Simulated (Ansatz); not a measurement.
## Molecular dynamics of WC

Input:

```yaml
accuracy: low
crystal:
  lattice:
    - [5.73086, 0.0, 0.0]
    - [-2.86543, 4.96307, 0.0]
    - [0.0, 0.0, 17.216395]
  atoms:
    - { symbol: W, position: [0.0, 0.0, 0.0580842] }
    - { symbol: C, position: [0.33333333, 0.16666667, 0.13462995] }
    - { symbol: W, position: [0.0, 0.0, 0.22633172] }
    - { symbol: C, position: [0.33333333, 0.16666667, 0.29222694] }
    - { symbol: W, position: [2.0e-08, 0.50000002, 0.0580842] }
    - { symbol: C, position: [0.33333334, 0.66666669, 0.13462995] }
    - { symbol: W, position: [2.0e-08, 0.50000002, 0.22633172] }
    - { symbol: C, position: [0.33333334, 0.66666669, 0.29222694] }
    - { symbol: W, position: [0.49999998, 0.0, 0.0580842] }
    - { symbol: C, position: [0.83333331, 0.16666667, 0.13462995] }
    - { symbol: W, position: [0.49999998, 0.0, 0.22633172] }
    - { symbol: C, position: [0.83333331, 0.16666667, 0.29222694] }
    - { symbol: W, position: [0.5, 0.50000002, 0.0580842] }
    - { symbol: C, position: [0.83333333, 0.66666669, 0.13462995] }
    - { symbol: W, position: [0.5, 0.50000002, 0.22633172] }
    - { symbol: C, position: [0.83333333, 0.66666669, 0.29222694] }
basis:
  ecutwfc: 420.0
kpoints:
  mp_grid: { grid: [2, 2, 1] }
hamiltonian:
  xc: pbe
  pseudopotentials: { kind: paw, azcp: { folder: soft_1 } }
scf:
  occupations: { method: fermi_dirac, width: 0.15 }
  lower_state_search: "off"
md:
  timestep: 1
  n_steps: 140
  ensemble: nvt_langevin
  temperature: 900.0
  initial_velocities: maxwell_boltzmann
  seed: 125897
  friction: 0.05
  constraints: [{ sites: [0, 4, 8, 12] }]
```

Run as:

```bash
$ ansatz run input.yaml --threads 1 --pin off --max-ram 3072MiB --backend cpu --events-out ev --progress --plain --runs-dir out
```

It starts from a relaxed structure.

Output, in part (step lines):

```
md step     0: t =     0.00 fs  T =   900.0 K  F+E_penalty+E_count = -85080.46025504 eV  E_kin = 1.396008 eV  (11 SCF iters)
md step     1: t =     1.00 fs  T =   797.1 K  F+E_penalty+E_count = -85080.44928295 eV  E_kin = 1.236358 eV  (8 SCF iters)
md step     2: t =     2.00 fs  T =   749.9 K  F+E_penalty+E_count = -85080.42049317 eV  E_kin = 1.163222 eV  (8 SCF iters)
md step     3: t =     3.00 fs  T =   849.1 K  F+E_penalty+E_count = -85080.37462169 eV  E_kin = 1.317017 eV  (8 SCF iters)
md step     4: t =     4.00 fs  T =   671.9 K  F+E_penalty+E_count = -85080.31300891 eV  E_kin = 1.042266 eV  (8 SCF iters)
md step     5: t =     5.00 fs  T =   651.0 K  F+E_penalty+E_count = -85080.24302874 eV  E_kin = 1.009809 eV  (6 SCF iters)
md step     6: t =     6.00 fs  T =   655.2 K  F+E_penalty+E_count = -85080.17032882 eV  E_kin = 1.016319 eV  (6 SCF iters)
md step     7: t =     7.00 fs  T =   792.0 K  F+E_penalty+E_count = -85080.09264529 eV  E_kin = 1.228428 eV  (6 SCF iters)
[... lines left out ...]
md step   137: t =   137.00 fs  T =  1106.4 K  F+E_penalty+E_count = -85079.29412736 eV  E_kin = 1.716226 eV  (6 SCF iters)
md step   139: t =   139.00 fs  T =  1096.2 K  F+E_penalty+E_count = -85079.28209199 eV  E_kin = 1.700306 eV  (6 SCF iters)
md step   140: t =   140.00 fs  T =  1132.3 K  F+E_penalty+E_count = -85079.27121948 eV  E_kin = 1.756336 eV  (8 SCF iters)
```

The steps, from the saved trajectory:

```json
{"time (fs)": "0", "T (K)": "900", "potential energy less start (eV)": "0.000"}
{"time (fs)": "4", "T (K)": "672", "potential energy less start (eV)": "0.147"}
{"time (fs)": "8", "T (K)": "849", "potential energy less start (eV)": "0.459"}
{"time (fs)": "12", "T (K)": "821", "potential energy less start (eV)": "0.891"}
{"time (fs)": "16", "T (K)": "619", "potential energy less start (eV)": "1.207"}
{"time (fs)": "20", "T (K)": "740", "potential energy less start (eV)": "1.230"}
{"time (fs)": "24", "T (K)": "837", "potential energy less start (eV)": "1.245"}
{"time (fs)": "28", "T (K)": "806", "potential energy less start (eV)": "1.371"}
{"time (fs)": "32", "T (K)": "749", "potential energy less start (eV)": "1.477"}
{"time (fs)": "36", "T (K)": "851", "potential energy less start (eV)": "1.372"}
{"time (fs)": "40", "T (K)": "1138", "potential energy less start (eV)": "1.148"}
{"time (fs)": "44", "T (K)": "1151", "potential energy less start (eV)": "1.055"}
{"time (fs)": "48", "T (K)": "828", "potential energy less start (eV)": "1.272"}
{"time (fs)": "52", "T (K)": "754", "potential energy less start (eV)": "1.493"}
{"time (fs)": "56", "T (K)": "701", "potential energy less start (eV)": "1.542"}
{"time (fs)": "60", "T (K)": "835", "potential energy less start (eV)": "1.459"}
{"time (fs)": "64", "T (K)": "1277", "potential energy less start (eV)": "1.256"}
{"time (fs)": "68", "T (K)": "936", "potential energy less start (eV)": "1.243"}
{"time (fs)": "72", "T (K)": "863", "potential energy less start (eV)": "1.416"}
{"time (fs)": "76", "T (K)": "616", "potential energy less start (eV)": "1.681"}
{"time (fs)": "80", "T (K)": "719", "potential energy less start (eV)": "1.772"}
{"time (fs)": "84", "T (K)": "1243", "potential energy less start (eV)": "1.604"}
{"time (fs)": "88", "T (K)": "1177", "potential energy less start (eV)": "1.393"}
{"time (fs)": "92", "T (K)": "1100", "potential energy less start (eV)": "1.425"}
{"time (fs)": "96", "T (K)": "918", "potential energy less start (eV)": "1.512"}
{"time (fs)": "100", "T (K)": "836", "potential energy less start (eV)": "1.534"}
{"time (fs)": "104", "T (K)": "904", "potential energy less start (eV)": "1.519"}
{"time (fs)": "108", "T (K)": "944", "potential energy less start (eV)": "1.360"}
{"time (fs)": "112", "T (K)": "1135", "potential energy less start (eV)": "1.276"}
{"time (fs)": "116", "T (K)": "974", "potential energy less start (eV)": "1.250"}
{"time (fs)": "120", "T (K)": "1343", "potential energy less start (eV)": "1.144"}
{"time (fs)": "124", "T (K)": "1274", "potential energy less start (eV)": "1.111"}
{"time (fs)": "128", "T (K)": "1238", "potential energy less start (eV)": "1.071"}
{"time (fs)": "132", "T (K)": "1256", "potential energy less start (eV)": "1.069"}
{"time (fs)": "136", "T (K)": "1226", "potential energy less start (eV)": "1.147"}
{"time (fs)": "140", "T (K)": "1132", "potential energy less start (eV)": "1.189"}
```

All steps were run. The mean temperature of the second half is 15 % above the set value. A run of 0.14 ps of so small a system gives no equilibrium averages. Limits of this set-up: coarse k mesh, thin slab, slab without dipole correction, low accuracy level.

Mean squared displacements from the first frame to the last: W 0.00 Å², C 0.02 Å².

Last frame:

```xyz
16
Lattice="5.7309 0.0000 0.0000 -2.8654 4.9631 0.0000 0.0000 0.0000 17.2164" Properties=species:S:1:pos:R:3
W 0.000 0.000 1.000
C 1.618 0.808 2.314
W 0.102 -0.022 3.856
C 1.485 0.614 5.136
W -1.433 2.482 1.000
C -0.077 3.253 2.292
W -1.380 2.450 3.854
C 0.064 3.271 5.024
W 2.865 0.000 1.000
C 4.312 0.778 2.289
W 2.965 -0.006 3.965
C 4.347 0.829 5.135
W 1.433 2.482 1.000
C 2.826 3.347 2.384
W 1.384 2.449 3.853
C 2.784 3.242 4.925
```

Run time: 21 min on 1 thread of Arm Neoverse V1, on a shared host, peak memory 0.8 GiB.
